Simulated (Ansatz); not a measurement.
# MnS (P6_3mc) in Ansatz: a series of runs

The runs below take MnS through relaxation of cell and atoms, single point, with BLYP+D3(BJ), BLYP+D4, PBE.

All numbers are computed with Ansatz 0.2.0; they aren't measurements. Logs are shortened: lines on timing, memory, paths and dates and some standing lists are left out, and cuts for length are marked.

**1. The structure**

The structure is hexagonal, space group P6_3mc (No. 186). The conventional cell has a = 3.954 Å, b = 3.954 Å, c = 6.343 Å, α = 90.00°, β = 90.00°, γ = 120.00°. Mn (site symmetry 3m) has 4 S at 2.36 to 2.42 Å as nearest neighbours. S (site symmetry 3m) has 4 Mn at 2.36 to 2.42 Å as nearest neighbours.

The cell is a database's computed one.

**2. Relaxation of cell and atoms, BLYP+D3(BJ), collinear spin, ferromagnetic start**

Contents of input.yaml:

```yaml
crystal:
  lattice:
    - [3.9535769233, 0.0, 0.0]
    - [-1.9767884617, 3.4238980514, 0.0]
    - [0.0, 0.0, 6.34252886]
  atoms:
    - { symbol: Mn, position: [0.6666666667, 0.3333333333, 0.49884467], spin: 4.0 }
    - { symbol: Mn, position: [0.3333333333, 0.6666666667, 0.99884467], spin: 4.0 }
    - { symbol: S, position: [0.3333333333, 0.6666666667, 0.6261543] }
    - { symbol: S, position: [0.6666666667, 0.3333333333, 0.1261543] }
hamiltonian:
  xc: blyp
  pseudopotentials: { kind: paw }
  dispersion: d3bj
magnetization:
  spin_polarized: true
kpoints:
  mp_grid: { grid: [8, 8, 4] }
scf:
  occupations: { method: fermi_dirac, width: 0.05 }
output:
  forces: true
  stress: true
relax:
  f_tol: 0.01
  max_steps: 40
  cell: { stress_tol: 0.05 }
```

Potentials or basis: Ansatz PAW.

On the command line:

```console
$ ansatz run input.yaml --threads 2 --pin off --max-ram 5632MiB --backend cpu --events-out ev --progress --plain --runs-dir out
```

Log:

```text
Warning: RAYON_NUM_THREADS=2 ignored (pool sized by the plan → 2); use --threads N
Engine: ansatz 0.2.0, aarch64-unknown-linux-gnu
Pseudopotentials: kind: paw
Pseudopotential: Mn, paw, valence charge 15, recommended cutoff 420 eV (normal), Mn.paw.azcp
Pseudopotential: S, paw, valence charge 6, recommended cutoff 420 eV (normal), S.paw.azcp
Functional definition: BLYP
  parameter beta = 0.0042
  parameter a = 0.04918
  parameter b = 0.132
  parameter c = 0.2533
  parameter d = 0.349
  exchange = b88_x(beta = beta)
  correlation = lyp_c(a = a, b = b, c = c, d = d)
Crystal: 4 atoms, lattice volume = 85.857 Å³
Basis set: ecut = 420 eV, 1725 PW (Γ), exchange–correlation on 54×54×90 points (8 copies of the dense FFT grid, shifted against one another)
Bands: 30, of which v1, the nominal top of the filled ones, is band 21 counted from 1 (20 counted from 0)
Symmetry: 12 space group operations
Space group: P63mc (ITA 186), of the structure as read, at distance tolerance 4.4e-5 Å
Magnetic group: BNS 186.203 (UNI 1433), of the structure as read, at distance tolerance 4.4e-5 Å
k-points: 30 of 256 (time reversal used)
Non-local potential: Mn, projectors of the file, l = 0: 3, l = 1: 2, l = 2: 3, l = 3: 1
Non-local potential: S, projectors of the file, l = 0: 2, l = 1: 2, l = 2: 2
PAW form: soft (Blöchl's): semilocal exchange-correlation on the pseudo side does not see the compensation charge
PAW frozen core: Mn, regenerated for the run's functional, and the local potential with it (the file was generated under x = pbe(κ = 0.804, μ = 0.2195149727645171), c = pbe(β = 0.06672455060314922))
PAW frozen core: S, regenerated for the run's functional, and the local potential with it (the file was generated under x = pbe(κ = 0.804, μ = 0.2195149727645171), c = pbe(β = 0.06672455060314922))
PAW one-centre angular grid: Mn, 590 points (default); XC on 64 Gauss nodes
PAW one-centre angular grid: S, 110 points (default); XC on 64 Gauss nodes
Initial density: superposition of atomic densities (chi_scale 0.1, normalization cell, long waves kept (reshape's long-wave potential 0.00 eV rms))
Starting moments: Σ|m| = 8 μB on 2 of 4 sites
Initial wavefunctions: pseudopotential atomic-orbital guess
Functional: x = b88, c = lyp
SCF iter   1: F=—  HF=-9630.162690 eV  |F-HF|=—  |Δ(HF+E_count)|=         —  Δρ=7.49e-2 (↑7.49e-2 ↓1.72e-2)  dr2=5.49e0  dr2_m=9.98e-1  M=9.163 μB ∫|m|=9.163 μB  β_m=0.30  ethr=3.10e-3  ⟨swp⟩=5.7  Hψ=7151  notcnv=0
Mixer restart at iter 1: flushing history
preconditioner: auto → Kerker (q_TF=auto, 2.422 Å⁻¹)  [metal: Δε(μ)=0.012 eV  Ē_g=7.462 eV  σ=0.050 eV  W_gap=0.06  n_scr=22 (ndim 8)  ℏωp=20.4 eV  f_vac=0.002  D(μ)=4.92/eV (n_scr^D=42)]
spin=Collinear: Kerker preconditioning applied to the charge; magnetization (m = ρ↑ − ρ↓) channel mixes plain (no charge-response kernel on spin).
SCF iter   2: F=—  HF=-9630.422104 eV  |F-HF|=—  |Δ(HF+E_count)|=   2.59e-1  Δρ=3.93e-2 (↑3.93e-2 ↓1.42e-2)  dr2=1.68e0  dr2_m=3.83e-1  M=9.280 μB ∫|m|=9.280 μB  β_m=0.45  ethr=3.10e-3  ⟨swp⟩=3.0  Hψ=3836  notcnv=0  defer=63
SCF iter   3: F=—  HF=-9630.736196 eV  |F-HF|=—  |Δ(HF+E_count)|=   3.14e-1  Δρ=1.30e-2 (↑1.30e-2 ↓8.87e-3)  dr2=3.45e-1  dr2_m=5.28e-2  M=9.483 μB ∫|m|=9.483 μB  β_m=0.64  ethr=3.10e-3  ⟨swp⟩=2.7  Hψ=3008  notcnv=0  defer=65
SCF iter   4: F=—  HF=-9630.696862 eV  |F-HF|=—  |Δ(HF+E_count)|=   3.93e-2  Δρ=4.66e-3 (↑4.66e-3 ↓3.37e-3)  dr2=4.90e-2  dr2_m=6.18e-4  M=9.684 μB ∫|m|=9.684 μB  β_m=0.82  ethr=8.20e-4  ⟨swp⟩=2.4  Hψ=3233  notcnv=0  defer=65
SCF iter   5: F=—  HF=-9630.723970 eV  |F-HF|=—  |Δ(HF+E_count)|=         —  Δρ=1.47e-3 (↑1.46e-3 ↓1.47e-3)  dr2=2.69e-3  dr2_m=1.22e-3  M=9.736 μB ∫|m|=9.736 μB  β_m=0.82  ethr=1.17e-4  ⟨swp⟩=2.1  Hψ=2993  notcnv=0  defer=64
Mixer restart at iter 5: flushing history
SCF iter   6: F=—  HF=-9630.725517 eV  |F-HF|=—  |Δ(HF+E_count)|=   1.55e-3  Δρ=5.92e-4 (↑5.92e-4 ↓4.03e-4)  dr2=9.43e-4  dr2_m=4.34e-5  M=9.731 μB ∫|m|=9.731 μB  β_m=0.91  ethr=6.40e-6  ⟨swp⟩=2.3  Hψ=2912  notcnv=0  defer=64
[... 46 lines left out ...]
SCF iter   5: F=-9630.744543 eV  HF=-9630.744543 eV  |F-HF|=6.35e-10  |Δ(HF+E_count)|=   7.83e-9  Δρ=1.81e-6 (↑1.81e-6 ↓1.79e-6)  dr2=4.56e-10  dr2_m=2.41e-9  M=9.637 μB ∫|m|=9.637 μB  ethr=1.59e-11  ⟨swp⟩=2.1  Hψ=5914  notcnv=0
SCF 4 converged in 5 iterations: F = -9630.744543 eV  dr2 = 4.56e-10
relax step   4: F+E_penalty+E_count = -9630.74454277 eV  Δ(F+E_penalty+E_count) = -5.631e-5 eV  max|allowed force component| = 7.419e-3 eV/Å  Δτ_max = 0.0013 Å  P = +0.015 GPa  Ω = 84.449 Å³  energy of the carried Pulay correction = +2.252e-4 eV  (5 SCF iters, dr2 threshold 9.17e-9 eV, accepted)
Initial wavefunctions: pseudopotential atomic-orbital guess (no wavefunctions were taken with the density)
iter 1 solved again at ethr=8.19e-8 eV; its pass at ethr=3.10e-3 eV (dr2=3.44e-5 eV) is discarded
SCF iter   1: F=—  HF=-9630.744340 eV  |F-HF|=—  |Δ(HF+E_count)|=         —  Δρ=1.66e-5 (↑8.57e-6 ↓1.66e-5)  dr2=2.30e-8  dr2_m=9.85e-8  M=9.637 μB ∫|m|=9.637 μB  β_m=0.65  ethr=8.19e-8  ⟨swp⟩=3.0  Hψ=12375  notcnv=0
SCF iter   2: F=—  HF=-9630.744341 eV  |F-HF|=—  |Δ(HF+E_count)|=   7.45e-7  Δρ=7.64e-6 (↑7.64e-6 ↓5.67e-6)  dr2=2.59e-8  dr2_m=2.56e-8  M=9.637 μB ∫|m|=9.637 μB  β_m=0.61  ethr=5.48e-11  ⟨swp⟩=2.3  Hψ=3151  notcnv=0
SCF iter   3: F=—  HF=-9630.744341 eV  |F-HF|=—  |Δ(HF+E_count)|=   2.21e-8  Δρ=3.62e-6 (↑3.62e-6 ↓2.99e-6)  dr2=1.18e-8  dr2_m=3.55e-9  M=9.637 μB ∫|m|=9.637 μB  β_m=0.57  ethr=5.48e-11  ⟨swp⟩=2.1  Hψ=3110  notcnv=0
SCF iter   4: F=—  HF=-9630.744341 eV  |F-HF|=—  |Δ(HF+E_count)|=  6.08e-10  Δρ=1.78e-7 (↑1.52e-7 ↓1.78e-7)  dr2=6.61e-12  dr2_m=1.45e-11  M=9.637 μB ∫|m|=9.637 μB  β_m=0.63  ethr=2.81e-11  ⟨swp⟩=2.5  Hψ=3131  notcnv=0
SCF iter   5: F=—  HF=-9630.744341 eV  |F-HF|=—  |Δ(HF+E_count)|=  1.58e-10  Δρ=9.55e-8 (↑5.42e-8 ↓9.55e-8)  dr2=4.00e-12  dr2_m=3.72e-12  M=9.637 μB ∫|m|=9.637 μB  β_m=0.82  ethr=1.00e-12  ⟨swp⟩=1.0  Hψ=1800  notcnv=0
SCF iter   6: F=—  HF=-9630.744341 eV  |F-HF|=—  |Δ(HF+E_count)|=  6.91e-11  Δρ=8.25e-8 (↑7.73e-8 ↓8.25e-8)  dr2=1.63e-12  dr2_m=4.68e-12  M=9.637 μB ∫|m|=9.637 μB  β_m=0.91  ethr=1.00e-12  ⟨swp⟩=1.0  Hψ=1800  notcnv=0
SCF iter   7: F=-9630.744341 eV  HF=-9630.744341 eV  |F-HF|=2.18e-11  |Δ(HF+E_count)|=  2.36e-11  Δρ=1.13e-7 (↑6.37e-8 ↓1.13e-7)  dr2=2.62e-11  dr2_m=7.80e-13  M=9.637 μB ∫|m|=9.637 μB  ethr=1.00e-12  ⟨swp⟩=3.0  Hψ=5765  notcnv=0
SCF 5 converged in 7 iterations: F = -9630.744341 eV  dr2 = 2.62e-11
relax step   5: F+E_penalty+E_count = -9630.74434075 eV  Δ(F+E_penalty+E_count) = +2.020e-4 eV  max|allowed force component| = 7.426e-3 eV/Å  Δτ_max = 0.0000 Å  P = +0.014 GPa  Ω = 84.449 Å³  stress off target by 1.68e-2 GPa  SCF on the basis re-selected at this cell (its energy is not comparable with the rows above)  (7 SCF iters)
basis re-selected at this cell: Δ(F+E_penalty+E_count) = +2.020e-4 eV, ΔP = -0.001 GPa vs the last step (what re-selecting the basis moved, of the pressure what is left beyond the Pulay correction that the steps carried, after the strain that the cell walked since its last selection, with what the two solves' SCF thresholds leave and, on support functions, any second-order correction that the steps lacked; it is no measure of the basis error at this ecutwfc). This SCF's stress stands 1.68e-2 GPa from its target on what of the cell is left free (relax.cell.stress_tol is 5.00e-2 GPa) and its largest allowed force component is 7.43e-3 eV/Å (relax.f_tol is 1.00e-2 eV/Å): within both
WARN: an SCF from antiferromagnetic starting moments (-4.24, 4.24, 0.00, 0.00 Bohr magnetons, atom by atom) was not made, by what the run has read of turns of its moments that order reads lower: the deck asks for what bars it, or types moments that do (magnetization.spin_polarized, in the input reference, names some of the keys), or the run goes by scf.lower_state_search: light, the default, which as a rule tries one only behind a close that has lost an order of both signs, or on which an open d or half-filled 4f shell of a PAW file has lost a moment that was set nearer to Hund's than to what is left; or, under a Hubbard U, one that names an f shell that the input leaves bare beside given moments, or a larger moment for a shell of low spin that is given one. standard, with a start from the atoms, tries one behind each close (in a relaxation, ahead of its steps or at their end). To set out from that order, type those moments (crystal.atoms[].spin; where shells were raised to Hund's moment, beside crystal.symmetry.detect: false) under scf.lower_state_search: light. The bands of the close that named these starting moments, or of the one ahead of a search that led to it (under cold or Methfessel-Paxton smearing those of the Gaussian ahead of it) read a cost of -574.23 meV for the turn to them, carried on from a small turn (-574.23 by the pairs of d shells alone)
SCF converged after 7 iterations
Magnetization: 9.6369 μB (25.8185 up, 16.1815 down)
Absolute magnetization: 9.6369 μB (∫|ρ↑−ρ↓|, with the PAW one-centre terms)
Spin contamination: 0.0361 ħ² per cell (⟨S²⟩ above its minimum at these occupations)
Per-site moments (μB) at R_I (Å): [(4.04065538031535, 0.9869132411461298), (4.040655380315353, 0.98691324114613), (0.15470763762534678, 0.9869132411461298), (0.1547076376253465, 0.98691324114613)]
Free energy (F): -9630.744341 eV
Harris-Foulkes:  -9630.744341 eV  (|F-HF|=2.18e-11)
Internal energy: -9630.723488 eV  (E = F + TS)
E sigma→0 (E₀):  -9630.733914 eV
Entropy (-TS):   -0.020853 eV (-5.213 meV/atom)
Fermi energy:    8.261170 eV
--- Per-component energies (eV) ---
  E_band       = -675.727536
  E_kinetic    = 817.035573
  E_local      = -5539.978345  (includes V_loc(G=0)·N_el)
  E_nonlocal   = 557.885764
  E_hartree    = 2281.643671
  E_xc         = -413.245985
  E_vxc        = -452.183855  (∫ρ·V_xc dr)
  E_paw        = -3841.527391  (= ΣΔE_a)
  E_vpaw       = -621.773595  (= ΣTr[D̂ρ^β])
  E_aug_tail   = -0.000018  (compensation charges beyond the density's cutoff)
  E_ewald      = -3489.593983
  E_disp       = -3.003096  (pairwise vdW)
  E_core_change = 0.060322  (= ΣΔE_core)
  E_smearing   = -0.020853  (= −TS)
  E_closure    = 0.000000  (closes the sum)
  Σ components = -9630.744341   (vs F -9630.744341, Δ=0.00e0)
--- Forces (eV/Å), atoms counted from 1 ---
  atom   1  Mn    -0.00000000    -0.00000000     0.00742476
  atom   2  Mn     0.00000000    -0.00000000     0.00742476
  atom   3  S      0.00000000     0.00000000    -0.00742657
  atom   4  S     -0.00000000     0.00000000    -0.00742657
  max |Σ_I F_I| component: 3.62e-6 eV/Å
--- Stress (GPa, compression-positive) ---
        0.016821      -0.000000       0.000000
       -0.000000       0.016821       0.000000
        0.000000       0.000000       0.009519
  P = ⅓ Tr σ = 0.0144 GPa (0.144 kbar)
--- Relaxed structure (4 steps of the walk, 4 accepted, 1 SCFs on fresh bases) ---
  F+E_penalty+E_count = -9630.74434075 eV   max|allowed force component| = 7.426e-3 eV/Å   (the final SCF, on the basis selected at the relaxed cell)
  cell:  # Å, volume = 84.4494 Å³
    - [3.906939117153383, 2.85270307090043e-11, -1.861283945445268e-18]
    - [-1.9534695586013964, 3.3835085264797127, 6.570905659687155e-19]
    - [-2.985966219866084e-18, -5.067346241215154e-19, 6.388405368523449]
  atoms:
    - { symbol: Mn, position: [0.6666666666666666, 0.33333333333333337, 0.5000781188336985] }
    - { symbol: Mn, position: [0.33333333333333337, 0.6666666666666667, 1.0000781188336985] }
    - { symbol: S, position: [0.33333333333333337, 0.6666666666666667, 0.6249208511663015] }
    - { symbol: S, position: [0.6666666666666666, 0.33333333333333337, 0.12492085116630153] }
```

Run time: 36 s. Hardware: 2 threads of Arm Neoverse V1, shared host; peak memory 0.42 GiB.

Results:

* Free energy: -9630.7443 eV
* Relaxed volume: 21.11 Å³/atom
* Relaxed cell: a = 3.907 Å, b = 3.907 Å, c = 6.388 Å, α = 90.00°, β = 90.00°, γ = 120.00°
* Space group after relaxing (to 0.05 Å): P6_3mc (No. 186)
* Energy gained by relaxing: 4.4 meV/atom
* Ionic steps: 5
* Pressure after relaxing: 0.0 GPa
* Largest force after relaxing: 0.007 eV/Å
* Net moment: 9.64 μB per cell
* Absolute moment: 9.64 μB per cell
* Site moments: Mn +4.04; S +0.15 μB

Forces in eV/Å, atoms in the order of the input:
```
Mn   0.000  0.000  0.007
Mn   0.000  0.000  0.007
S    0.000  0.000 -0.007
S    0.000  0.000 -0.007
```

The path:
```csv
step,energy change (eV),largest force (eV/Å),volume (Å³)
1,0.0000,0.2836,85.86
2,-0.0135,0.1442,85.19
3,-0.0179,0.0121,84.44
4,-0.0179,0.0074,84.45
5,-0.0177,0.0074,84.45
```

Final structure:
```
Mn S
1.0
     3.90694    0.00000    0.00000
    -1.95347    3.38351    0.00000
     0.00000    0.00000    6.38841
Mn S
2 2
Direct
  0.66667 0.33333 0.50008
  0.33333 0.66667 0.00008
  0.33333 0.66667 0.62492
  0.66667 0.33333 0.12492
```

Caveat: the magnetic or orbital state may not be the lowest; the plane-wave basis is chosen anew once the cell has moved, so the energies of steps on either side of that aren't comparable; only a ferromagnetic start was run, and an antiferromagnetic order may lie lower in energy; the PAW data sets come from PBE, with cores solved anew for the run's functional, which leaves a small shift of forces and pressure.

(Continued in part 2 of 2.)
